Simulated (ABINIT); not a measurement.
A calculation with ABINIT 10.8.3 (patched build) of PbO2 (native input, structure from a POSCAR):

Contents of run.abi:

```
pp_dirpath "./"
pseudos "Pb.upf, O.upf"

structure "poscar:POSCAR"
natom 3
chkprim 0
chksymtnons 0
tolsym 1.0e-6

ecut 52.0

kptopt 1
ngkpt 9 9 9
nshiftk 1
shiftk 0.0 0.0 0.0

ixc 27

nband 19
occopt 1

nstep 100
tolvrs 1.0e-10
diemac 6.0

iomode 3
prtwf 0
prteig 0
prtebands 0
prtden 1
prtvha 1
prtvclmb 1
prtpot 1
prtelf 1
```

The input POSCAR:

```
PbO2
1.0
    0.0000000000      2.6279272277      2.6279272277
    2.6279272277      0.0000000000      2.6279272277
    2.6279272277      2.6279272277      0.0000000000
Pb O
1 2
Direct
    0.0000000000      0.0000000000      0.0000000000  Pb
    0.7500000000      0.7500000000      0.7500000000  O
    0.2500000000      0.2500000000      0.2500000000  O
```

Potentials or basis: PseudoDojo NC SR PBE v0.4 stringent.

Run with:

```console
$ abinit run.abi > log 2>&1
```

The cell isn't the ideal one: volume scaled by 0.92.

The cell comes from a database or a generator and needn't be the stable form of this composition.

Q: Write the same calculation in another form: ASE script, Cartesian positions.

A: As run:

The input run.py:

```python
import json, os
import numpy as np
from ase.units import GPa
from ase.calculators.abinit import Abinit, AbinitProfile
from ase.io import read

atoms = read('PbO2.xyz')

profile = AbinitProfile(command='abinit', pp_paths=[os.path.abspath('pseudos')])
params = dict(
    pps='upf', xc='PBE',
    chksymtnons=0,
    tolsym=1e-06,
    ecut=1414.9921,
    kptopt=1,
    ngkpt=[9, 9, 9],
    nshiftk=1,
    shiftk=[0.0, 0.0, 0.0],
    ixc=27,
    nband=19,
    occopt=1,
    nstep=100,
    tolvrs=1e-10,
    diemac=6.0,
    prtwf=0,
    prtden=0,
)

atoms.calc = Abinit(profile=profile, directory='run', **params)
energy = atoms.get_potential_energy()
forces = atoms.get_forces()
stress = atoms.get_stress()
print(f'energy {energy:.6f} eV')
print('forces (eV/A)')
print(np.round(forces, 5))
print('stress (GPa, Voigt, tension positive)', np.round(stress / GPa, 4))
json.dump(dict(energy=energy, forces=forces.tolist(), stress=stress.tolist(), cell=atoms.cell.tolist(), frac=atoms.get_scaled_positions(wrap=False).tolist()), open('results.json', 'w'))
```

The input PbO2.xyz:

```xyz
3
Lattice="0.0000000000 2.6279272277 2.6279272277 2.6279272277 0.0000000000 2.6279272277 2.6279272277 2.6279272277 0.0000000000" Properties=species:S:1:pos:R:3 pbc="T T T"
Pb     0.0000000000      0.0000000000      0.0000000000
O      3.9418908416      3.9418908416      3.9418908416
O      1.3139636138      1.3139636138      1.3139636138
```

Potentials or basis: PseudoDojo NC SR PBE v0.4 stringent.

Command:

```bash
$ python run.py
```

Both were run:

|  | native input, structure from a POSCAR | ASE script, Cartesian positions |
| --- | --- | --- |
| Pressure | 12.6 GPa | 12.6 GPa |
| Band gap on the k mesh | none (metal or under the smearing width) | none (metal or under the smearing width) |
| Valence electrons inside the program's atomic spheres | Pb 17.93; O 6.18 | Pb 17.93; O 6.18 |

Keys that steer only the numerical path or the files written may differ.

Caveat: the potentials were made for another functional, which shifts forces and pressure.
